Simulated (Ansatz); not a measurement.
Start from `CCC(C)C` and change one atom or group to get `CC(C)CCCl`.

Ansatz, PBE0-D4/def2-TZVP geometries, multiplicity 1. Each molecule was computed in one conformer, which needn't be the lowest.

```tsv
property	`CCC(C)C`
HOMO–LUMO gap (ωB97M-V/def2-TZVPP) / eV	13.74
LUMO energy (B3LYP/def2-TZVPP) / eV	0.89
LUMO energy (ωB97M-V/def2-TZVPP) / eV	2.64
size of the dipole moment (PBE/def2-TZVPP) / D	0.10
HOMO–LUMO gap (PBE0/def2-TZVPP) / eV	10.00
HOMO–LUMO gap (PBE/def2-TZVPP) / eV	7.85
```

(1) Give the same properties after the change, and the shifts. (An estimate is asked.)

## Answers

(1) Ansatz gave: 
```
                                      property  `CC(C)CCCl`  shift
       HOMO–LUMO gap (ωB97M-V/def2-TZVPP) / eV        13.06  -0.68
           LUMO energy (B3LYP/def2-TZVPP) / eV         0.68  -0.21
         LUMO energy (ωB97M-V/def2-TZVPP) / eV         2.53  -0.11
size of the dipole moment (PBE/def2-TZVPP) / D         1.80   1.70
          HOMO–LUMO gap (PBE0/def2-TZVPP) / eV         9.22  -0.78
           HOMO–LUMO gap (PBE/def2-TZVPP) / eV         6.74  -1.11
```

With PBE0 the HOMO rises by 0.56 eV and the LUMO falls by 0.22 eV, so the gap narrows by about 0.78 eV. PBE moves the HOMO by 0.60 eV and ωB97M-V by 0.56 eV. Dipoles are sizes alone; their direction can turn.

B3LYP here is the variant with VWN-RPA as its local correlation; programs differ in this.

Positive LUMOs are unbound, so they and the gaps depend on the basis.
